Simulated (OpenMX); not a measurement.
Crystal: Te.

```
Te
1.0
     4.45400    0.00000    0.00000
    -2.22700    3.85728    0.00000
     0.00000    0.00000    5.92400
Te
3
Direct
  0.73100 0.73100 0.00000
  0.00000 0.26900 0.66667
  0.26900 0.00000 0.33333
```

Base run:

```yaml
Program: OpenMX 3.8.5
Functional: PBE
Potentials_or_basis: OpenMX 2013 PBE set, Te7.0-s3p2d2f1, grid cutoff 500 Ry
k_mesh: 5 × 5 × 5
Occupations: fermi-dirac, width 0.05 eV
Spin: no spin polarisation
```

Its results: band gap on the k mesh 0.65 eV, indirect (least direct gap 0.93 eV); pressure 3.4 GPa; largest force 0.677 eV/Å.

Task: The run is repeated on the same cell with these changes: dispersion from none to D3(BJ). What comes out?

Result: Band gap on the k mesh 0.65 eV, indirect (least direct gap 0.93 eV); pressure 1.2 GPa; largest force 0.681 eV/Å.

Dispersion adds attraction, which lowers the pressure at fixed volume and, as a term added to the energy, leaves the levels alone.

Caveats: spin-orbit coupling is left out, which moves the levels of the heavy elements; an odd mesh through Γ misses points on the zone boundary, where band edges often lie; the basis of atomic orbitals isn't converged, which shifts pressures, moduli and gaps.

Not every run made on this cell is shown here.
